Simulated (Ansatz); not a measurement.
## MnO (F-43m)

Level of theory: Ansatz 0.2.0, DFT PBE, scalar-relativistic, plane waves, PAW.

Settings: cutoff 420 eV, Γ-centred mesh 20×20×20 on the computed 2-atom cell, Gaussian smearing of 0.10 eV; collinear spin from starting moments 4.4 0.2 μB.

The structure is relaxed at this level of theory with its symmetry kept, and needn't be the ground state of this composition.

Space group F-43m (No. 216), cubic, a = 4.801 Å. Mn has 4 O at 2.08 Å; around O lie 4 Mn at 2.08 Å.

| Property | Result |
| --- | --- |
| Volume per atom | 13.83 Å³ |
| Formation energy from the elements' standard states (uncorrected) | -1.183 eV/atom |
| Kohn–Sham band gap | none (metal) |
| Density of states at the Fermi level | 0.2 states/eV per cell |
| Orbital (Löwdin) character within 0.5 eV of the Fermi level | Mn 3d 67 %, O 2p 22 %, unprojected 6 % |
| Bader charge by site (e) | Mn (1 in the cell) 1.35, O (1 in the cell) -1.35 |
| Total moment | 5.00 μB per cell |
| Moment by site (μB) | Mn1 3.98, O2 0.22 |

Moments started parallel, and an antiferromagnetic order may lie lower.

Only this magnetic start was tried.

The cell was found from a structure generator's guess, not taken from experiment. Löwdin shares on free-atom orbitals overweight diffuse shells.
